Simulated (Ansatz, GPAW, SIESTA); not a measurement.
Mo: programs and potentials compared

```
CELL_PARAMETERS angstrom
-1.58381 1.58381 1.58381
1.58381 -1.58381 1.58381
1.58381 1.58381 -1.58381
ATOMIC_POSITIONS crystal
Mo 0.00000 0.00000 0.00000
```

Alike in all runs: task band structure; functional LDA; k mesh 12 × 12 × 12; occupations fermi-dirac, width 0.05 eV; no spin polarisation; no spin-orbit coupling. LDA stands for any of its common fits. Pressure is positive in compression and, in plane waves, holds the error of the finite cutoff.

| program and potentials | plane-wave cutoff (eV) | notes | pressure (GPa) |
| --- | --- | --- | --- |
| SIESTA, files PseudoDojo sr-lda-0.4.1-standard, DZP (energy shift 0.003 Ry; two zetas on semicore shells) | - | atomic basis | -11.06 |
| Ansatz, all-electron LAPW, scalar-relativistic | - | - | -14.14 |
| GPAW, the program's PAW data sets (release 1.2.1) made for this functional | 600 | - | ? |

Question: Estimate from the other rows what the run with GPAW, the program's PAW data sets (release 1.2.1) made for this functional gave.

Answer: Pressure -15.03 GPa. The other rows, which needn't bracket it: pressure -14.14 to -11.06.
